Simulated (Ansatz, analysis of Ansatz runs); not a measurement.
## Migration in LaOF (R-3m): F_i by the interstitialcy path, charge 0

Wanted: path and barrier of a jump of F in LaOF (R-3m) at charge 0. The case: F_i by the interstitialcy path, in a cell of 36 host atoms with 1 F put in.

Method: plane-wave PAW DFT, PBEsol; nudged elastic band between two relaxed defect structures, in Ansatz 0.2.0.

This is a report of a sequence of runs, with most program output left out.

**1. The starting structure**

The cell holds 37 atoms: 12 La, 12 O and 13 F. Cell: a = 8.026 Å, b = 12.040 Å, c = 7.079 Å, α = 73.5°, β = 73.5°, γ = 60.0°. It derives from LaOF (space group R-3m). Nearest the centre at fractional (0.907, 0.438, 0.556): F37 at 1.22 Å, F11 at 1.22 Å, F24 at 2.30 Å, F30 at 2.30 Å, O27 at 2.39 Å, La26 at 2.48 Å, La20 at 2.48 Å, La7 at 2.50 Å.

The cell's shortest repeat is 7.1 Å.

**2. Relaxation of the start point, charge 0**

A barrier is counted from a minimum, so both ends are relaxed first. Small random displacements break the symmetry of the ideal sites, so that the defect can distort if it gains by it. The cell holds an odd number of electrons, so the run is spin-polarised with the moment held at 1 μB.

File q0_M1.start/input.yaml:

```yaml
crystal:
  lattice:
    - [-4.01323028, 6.95111875, 0.0]
    - [-12.03969085, 0.0, 0.0]
    - [-2.00661514, 1.15851979, 6.68937332]
  atoms:
    - { symbol: La, position: [0.12912111, 0.08608074, 0.22527337] }
    - { symbol: La, position: [0.37087889, 0.2472526, 0.77472663] }
    - { symbol: O, position: [0.1884472, 0.12563147, 0.86931681] }
    - { symbol: O, position: [0.3115528, 0.20770187, 0.13068319] }
    - { symbol: F, position: [0.06449263, 0.04299509, 0.6130442] }
    - { symbol: F, position: [0.43550737, 0.29033824, 0.3869558] }
    - { symbol: La, position: [0.12912111, 0.41941407, 0.22527337] }
    - { symbol: La, position: [0.37087889, 0.58058593, 0.77472663] }
[... 25 atom lines left out ...]
    - { symbol: O, position: [0.8115528, 0.87436853, 0.13068319] }
    - { symbol: F, position: [0.56449263, 0.70966176, 0.6130442] }
    - { symbol: F, position: [0.93550737, 0.95700491, 0.3869558] }
    - { symbol: F, position: [0.75, 0.5, 0.5] }
basis:
  ecutwfc: 420
  xc_grid: 2
hamiltonian:
  xc: pbesol
kpoints:
  mp_grid: { grid: [1, 1, 1] }
magnetization:
  spin_polarized: true
  initial_magnetization: 1
  spin_locking: { lock_magnetization: hard }
scf:
  occupations: { method: fixed }
  max_iter: 100
output:
  forces: true
relax:
  f_tol: 0.015
  max_steps: 70
  random_displacement: { amplitude: 0.03, seed: 435 }
```

Run with:

```console
$ ansatz run input.yaml --threads 4 --pin off --max-ram 7536MiB --backend cpu --events-out ev --progress --plain --runs-dir out
```

The job ended after 1.9 min (4 threads of AMD EPYC 7R43, shared host; peak memory 0.99 GiB).

The steps of the relaxation:

```
step  energy less that of the first step (eV)  largest force component (eV/Å)
   1                                   0.0000                          1.3557
   2                                  -0.4162                          1.4110
   3                                  -0.7270                          0.4315
   4                                  -0.7810                          0.0783
   5                                  -0.7845                          0.0486
   6                                  -0.7863                          0.0249
   7                                  -0.7868                          0.0145
   8                                  -0.7870                          0.0080
   9                                  -0.7871                          0.0098
  10                                  -0.7872                          0.0123
```

The atoms that moved most (Å, from the sites as typed, ahead of the random displacement, the mean shift of all atoms taken out):

```
atom      dx      dy      dz  length
La26  -0.005  -0.011  -0.147   0.147
La25   0.005   0.010   0.144   0.144
 F24   0.117   0.081  -0.003   0.142
 F30  -0.090   0.072  -0.067   0.134
 F35  -0.107  -0.077   0.007   0.132
 F12  -0.003  -0.130  -0.020   0.132
 F11   0.005   0.122   0.024   0.124
 F29   0.078  -0.065   0.069   0.123
```

Final coordinates:

```xyz
37
Lattice="-4.0132 6.9511 0.0000 -12.0397 0.0000 0.0000 -2.0066 1.1585 6.6894" Properties=species:S:1:pos:R:3 pbc="T T T"
La   -1.9827    1.1606    1.5016
La   -6.0296    3.4668    5.2151
O    -4.0019    2.3007    5.8267
O    -4.0405    2.3032    0.8728
F    -1.9930    1.1612    4.1184
F    -6.0100    3.4812    2.5947
La   -5.9985    1.1445    1.5268
La  -10.0590    3.4795    5.1603
O    -8.0505    2.2797    5.8316
O    -8.0056    2.3470    0.8499
F    -6.0181    1.2776    4.1191
F   -10.0396    3.3426    2.5629
La  -10.0332    1.1610    1.4665
La  -14.0758    3.4690    5.1802
O   -12.0216    2.3246    5.8104
O   -12.0578    2.3316    0.8554
F   -10.0532    1.1457    4.0900
F   -14.0631    3.4692    2.5657
La   -4.0093    4.6371    1.4941
La   -8.0690    6.9453    5.1565
O    -6.0266    5.8234    5.8183
O    -6.0666    5.7513    0.8562
F    -4.0112    4.6311    4.1133
F    -7.9125    7.0290    2.5793
La   -8.0249    4.6408    1.6451
La  -12.0483    6.9372    5.0300
O   -10.1070    5.8336    5.8604
O    -9.9613    5.7427    0.8017
F    -7.9512    4.5658    4.1646
F   -12.1331    7.0200    2.5155
La  -12.0008    4.6346    1.5287
La  -16.0635    6.9408    5.1886
O   -14.0032    5.8289    5.8252
O   -14.0460    5.7529    0.8630
F   -12.1500    4.5544    4.1025
F   -16.0614    6.9487    2.5673
F   -10.0389    5.7939    3.2829
```

Neighbours of F37 at the end:

```
atom  distance (Å)
 O28         2.483
 F30         2.545
 F12         2.555
 F24         2.558
 F11         2.575
 F29         2.578
 O27         2.579
 F35         2.582
```

This step gave:

| Property | Result |
| --- | --- |
| free energy | -91144.0731 eV |
| total moment | 1 μB |
| integral of the absolute spin density | 1.153 μB |
| spin contamination | 0.004296 |
| largest move from the ideal geometry of this structure, a common shift of the far atoms taken out | 0.1491 Å |

The relaxation gained 0.787 eV and ended with a largest force component of 0.012 eV/Å.

**3. Relaxation of the end point, charge 0**

The end point is relaxed in the same cell and settings, so that the two energies compare.

File q0_M1.end/input.yaml:

```yaml
crystal:
  lattice:
    - [-4.01323028, 6.95111875, 0.0]
    - [-12.03969085, 0.0, 0.0]
    - [-2.00661514, 1.15851979, 6.68937332]
  atoms:
    - { symbol: La, position: [0.12912111, 0.08608074, 0.22527337] }
    - { symbol: La, position: [0.37087889, 0.2472526, 0.77472663] }
[... 3 atom lines left out ...]
    - { symbol: F, position: [0.43550737, 0.29033824, 0.3869558] }
    - { symbol: La, position: [0.12912111, 0.41941407, 0.22527337] }
[... 3 atom lines left out ...]
    - { symbol: F, position: [0.25, 0.1667, 0.5] }
[... 8 atom lines left out ...]
    - { symbol: La, position: [0.87087889, 0.2472526, 0.77472663] }
[... 3 atom lines left out ...]
    - { symbol: F, position: [0.93550737, 0.29033824, 0.3869558] }
[... 1 atom line left out ...]
    - { symbol: La, position: [0.87087889, 0.58058593, 0.77472663] }
    - { symbol: O, position: [0.6884472, 0.4589648, 0.86931681] }
    - { symbol: O, position: [0.8115528, 0.5410352, 0.13068319] }
    - { symbol: F, position: [0.56449263, 0.37632842, 0.6130442] }
    - { symbol: F, position: [0.93550737, 0.62367158, 0.3869558] }
[... 4 atom lines left out ...]
    - { symbol: F, position: [0.56449263, 0.70966176, 0.6130442] }
[... 1 atom line left out ...]
    - { symbol: F, position: [1.064671, 0.376447, 0.611976] }
basis:
  ecutwfc: 420
  xc_grid: 2
hamiltonian:
  xc: pbesol
kpoints:
  mp_grid: { grid: [1, 1, 1] }
magnetization:
  spin_polarized: true
  initial_magnetization: 1
  spin_locking: { lock_magnetization: hard }
scf:
  occupations: { method: fixed }
  max_iter: 100
output:
  forces: true
relax:
  f_tol: 0.015
  max_steps: 70
  random_displacement: { amplitude: 0.03, seed: 435 }
```

The job ended after 92 s (4 threads; peak memory 1 GiB).

Relaxation path:

```
step  energy less that of the first step (eV)  largest force component (eV/Å)
   1                                   0.0000                          1.6662
   2                                  -0.4508                          1.1936
   3                                  -0.6924                          0.3583
   4                                  -0.7362                          0.0608
   5                                  -0.7341                          0.1123
   6                                  -0.7396                          0.0428
   7                                  -0.7410                          0.0151
   8                                  -0.7412                          0.0087
```

Relaxation step 5 was tried and not accepted.

The atoms that moved most (Å, from the sites as typed, ahead of the random displacement, the mean shift of all atoms taken out):

```
atom      dx      dy      dz  length
 La1   0.005   0.010   0.144   0.145
 La2  -0.005  -0.011  -0.144   0.145
 F37  -0.112  -0.078   0.015   0.137
 F18   0.112   0.078  -0.008   0.137
  F6  -0.085   0.069  -0.068   0.129
  F5   0.085  -0.069   0.067   0.129
 F23   0.004   0.127   0.021   0.129
 F24  -0.004  -0.127  -0.022   0.128
```

Neighbours of F37 at the end:

```
atom  distance (Å)
La26         2.455
 La2         2.562
 F11         2.570
La20         2.578
 La7         2.583
 F30         2.682
 O27         2.809
  O9         2.831
 F24         2.882
```

This step gave:

```
free energy                                                                                       : -91144.0732 eV
total moment                                                                                      : 1 μB
integral of the absolute spin density                                                             : 1.153 μB
spin contamination                                                                                : 0.004292
largest move from the ideal geometry of this structure, a common shift of the far atoms taken out : 0.1536 Å
```

The relaxation gained 0.741 eV and ended with a largest force component of 0.0087 eV/Å. The end lies within 1 meV of the start.

**4. Nudged elastic band, charge 0**

5 movable images are laid between the ends on a pair-potential path, which keeps atoms from colliding in the first guess. Each image feels the true force across the path and a spring force along it. The highest image is set to climb to the top of the path.

This step: plane-wave PAW DFT, PBEsol; nudged elastic band between two relaxed defect structures.

File q0_M1.neb/input.yaml:

```yaml
crystal:
  lattice:
    - [-4.01323028, 6.95111875, 0.0]
    - [-12.03969085, 0.0, 0.0]
    - [-2.00661514, 1.15851979, 6.68937332]
  atoms:
    - { symbol: La, position: [0.1295543, 0.08408406, 0.22447608] }
    - { symbol: La, position: [0.36879949, 0.24794326, 0.77961549] }
    - { symbol: O, position: [0.18580698, 0.12528613, 0.87104254] }
    - { symbol: O, position: [0.30959843, 0.21065093, 0.13048198] }
    - { symbol: F, position: [0.06443957, 0.0414425, 0.61566404] }
    - { symbol: F, position: [0.43616061, 0.28915108, 0.38787728] }
    - { symbol: La, position: [0.12660643, 0.41798581, 0.22824449] }
    - { symbol: La, position: [0.37200262, 0.58291167, 0.77142049] }
    - { symbol: O, position: [0.18266838, 0.46247847, 0.87176938] }
    - { symbol: O, position: [0.31647041, 0.53827204, 0.12705487] }
    - { symbol: F, position: [0.08117648, 0.37016941, 0.6157682] }
    - { symbol: F, position: [0.41701076, 0.63102112, 0.38312666] }
    - { symbol: La, position: [0.1304839, 0.75331194, 0.21923118] }
    - { symbol: La, position: [0.36999491, 0.91671698, 0.77438627] }
    - { symbol: O, position: [0.18965388, 0.79051357, 0.86860306] }
    - { symbol: O, position: [0.31412052, 0.87548181, 0.12786888] }
    - { symbol: F, position: [0.06291561, 0.71212585, 0.61141899] }
    - { symbol: F, position: [0.43516597, 0.95908273, 0.38355122] }
    - { symbol: La, position: [0.6298825, 0.08582283, 0.22335561] }
    - { symbol: La, position: [0.8706825, 0.25149596, 0.77084553] }
    - { symbol: O, position: [0.69280803, 0.12466155, 0.86977794] }
    - { symbol: O, position: [0.80606025, 0.21386561, 0.12799823] }
    - { symbol: F, position: [0.56375896, 0.04276446, 0.61490005] }
    - { symbol: F, position: [0.94694251, 0.27729172, 0.38558479] }
    - { symbol: La, position: [0.62664529, 0.41666572, 0.24592134] }
    - { symbol: La, position: [0.87267258, 0.58449705, 0.75194269] }
    - { symbol: O, position: [0.69322447, 0.46238761, 0.87607407] }
    - { symbol: O, position: [0.80618211, 0.5386652, 0.11985132] }
    - { symbol: F, position: [0.55307848, 0.37229206, 0.62256648] }
    - { symbol: F, position: [0.94723759, 0.62933492, 0.37604733] }
    - { symbol: La, position: [0.62865214, 0.7491342, 0.2285206] }
    - { symbol: La, position: [0.86923899, 0.91518807, 0.77564613] }
    - { symbol: O, position: [0.69341534, 0.7868108, 0.87081876] }
    - { symbol: O, position: [0.80611642, 0.87643657, 0.12901758] }
    - { symbol: F, position: [0.55298425, 0.72262147, 0.61328131] }
    - { symbol: F, position: [0.93568542, 0.95817538, 0.38378505] }
    - { symbol: F, position: [0.75172072, 0.50144978, 0.49075723] }
basis:
  ecutwfc: 420
  xc_grid: 2
hamiltonian:
  xc: pbesol
kpoints:
  mp_grid: { grid: [1, 1, 1] }
magnetization:
  spin_polarized: true
  initial_magnetization: 1
  spin_locking: { lock_magnetization: hard }
scf:
  occupations: { method: fixed }
  max_iter: 100
output:
  forces: true
neb:
  images: 5
  f_tol: 0.03
  climbing: true
  initial_path: idpp
  max_iterations: 45
  order_check: false
  final_atoms:
    - { symbol: La, position: [0.12720568, 0.08452341, 0.24382833] }
    - { symbol: La, position: [0.37312697, 0.25236522, 0.75017059] }
[... 3 atom lines left out ...]
    - { symbol: F, position: [0.44729266, 0.29699064, 0.37380631] }
    - { symbol: La, position: [0.12910613, 0.4173366, 0.22589147] }
[... 3 atom lines left out ...]
    - { symbol: F, position: [0.25022523, 0.16837258, 0.49701742] }
[... 8 atom lines left out ...]
    - { symbol: La, position: [0.87281431, 0.25090907, 0.7685122] }
[... 3 atom lines left out ...]
    - { symbol: F, position: [0.9180229, 0.29886472, 0.38068826] }
[... 1 atom line left out ...]
    - { symbol: La, position: [0.87038274, 0.58477003, 0.77187792] }
    - { symbol: O, position: [0.69006841, 0.45845696, 0.86586714] }
    - { symbol: O, position: [0.81439324, 0.54350232, 0.12526392] }
    - { symbol: F, position: [0.56363268, 0.37970875, 0.60896724] }
    - { symbol: F, position: [0.93549786, 0.62713456, 0.3809716] }
[... 4 atom lines left out ...]
    - { symbol: F, position: [0.56486229, 0.70971921, 0.61296879] }
[... 1 atom line left out ...]
    - { symbol: F, position: [1.05323887, 0.39099653, 0.61114403] }
```

Wall time 16 min (4 threads); peak memory 3.1 GiB; 44 min of CPU time.

Images along the path:

```
image  path (Å)  energy (eV)      F11: x, y, z (Å)
    0     0.000       0.0000  -6.018, 1.278, 4.119
    1     0.647       0.1939  -5.660, 1.498, 3.936
    2     1.294       0.5100  -5.231, 1.731, 3.773
    3     1.940       0.5934  -4.879, 1.919, 3.653
    4     2.552       0.4738  -4.505, 2.085, 3.662
    5     3.164       0.1767  -4.225, 2.219, 3.608
    6     3.775      -0.0002  -4.029, 2.315, 3.325
```

This step gave:

- free energy: -91143.4797 eV
- total moment: 1 μB
- integral of the absolute spin density: 1.165 μB
- spin contamination: 0.002179
- barrier forward: 0.5934 eV
- barrier backward: 0.5936 eV
- end less start: -1.69e-4 eV
- hop length: 2.379 Å

Track of the atom that was set to move:

```
image   x (Å)  y (Å)  z (Å)  nearest neighbour  distance (Å)
    0  -10.04  5.794  3.283                  O         2.483
    1  -10.06  6.008  3.606                  O           2.3
    2  -10.09  6.341  3.648                  O         2.335
    3  -10.14  6.776  3.677                  F          2.42
    4  -10.15  7.159  3.768                 La         2.399
    5  -10.17  7.628  3.924                 La         2.394
    6  -10.16  8.029  4.088                 La         2.455
```

The band met its tolerance of 0.03 eV/Å after 10 iterations, with image 3 on top (the start counts as 0). F11, which moves farthest between the ends, has 4 La at 2.45 to 2.60 Å and 2 F at 2.57 to 2.68 Å nearest at the start and 3 F at 2.41 to 2.57 Å, 3 La at 2.44 to 2.49 Å and 1 O at 2.51 Å at the top.

**5. Single point at the start point, HSE06**

A whole band with exact exchange would cost too much, so three single points on the path found stand in. The start is shown; top and end are run alike.

This step: plane-wave PAW DFT, HSE06; single point of a defect supercell on a structure of the PBEsol path.

File q0_M1.start.hse06/input.yaml:

```yaml
crystal:
  lattice:
    - [-4.01323028, 6.95111875, 0.0]
    - [-12.03969085, 0.0, 0.0]
    - [-2.00661514, 1.15851979, 6.68937332]
  atoms:
    - { symbol: La, position: [0.1295543, 0.08408406, 0.22447608] }
    - { symbol: La, position: [0.36879949, 0.24794326, 0.77961549] }
[... 3 atom lines left out ...]
    - { symbol: F, position: [0.43616061, 0.28915108, 0.38787728] }
    - { symbol: La, position: [0.12660643, 0.41798581, 0.22824449] }
[... 3 atom lines left out ...]
    - { symbol: F, position: [0.08117648, 0.37016941, 0.6157682] }
[... 8 atom lines left out ...]
    - { symbol: La, position: [0.8706825, 0.25149596, 0.77084553] }
[... 3 atom lines left out ...]
    - { symbol: F, position: [0.94694251, 0.27729172, 0.38558479] }
[... 1 atom line left out ...]
    - { symbol: La, position: [0.87267258, 0.58449705, 0.75194269] }
    - { symbol: O, position: [0.69322447, 0.46238761, 0.87607407] }
    - { symbol: O, position: [0.80618211, 0.5386652, 0.11985132] }
    - { symbol: F, position: [0.55307848, 0.37229206, 0.62256648] }
    - { symbol: F, position: [0.94723759, 0.62933492, 0.37604733] }
[... 4 atom lines left out ...]
    - { symbol: F, position: [0.55298425, 0.72262147, 0.61328131] }
[... 1 atom line left out ...]
    - { symbol: F, position: [0.75172072, 0.50144978, 0.49075723] }
basis:
  ecutwfc: 420
  xc_grid: 2
hamiltonian:
  xc: hse06
kpoints:
  mp_grid: { grid: [1, 1, 1] }
magnetization:
  spin_polarized: true
  initial_magnetization: 1
  spin_locking: { lock_magnetization: hard }
scf:
  occupations: { method: fixed }
  max_iter: 100
output:
  forces: true
  eigenvalues: true
checkpoint:
  write: "../q0_M1.start.hse06.run"
  compress: false
  write_wavefunctions: false
  write_every: 100000
```

Wall time 2.9 min (4 threads); peak memory 1.4 GiB.

The run was cut off at its time limit.

The program's message: “Error: SIGTERM received: cancelled by the caller after 11 completed SCF iterations”

(Part 1 of 2 ends here.)

[Logs are printed without paths, hosts, clocks, repeated set-up lines and the standing remarks that a program may print on its own settings, such as how far it seeks lower states.]

[Hosts, paths, dates, database ids (printed as entryN), source tags and the programs' standing remarks are cut or masked in the printed files.]
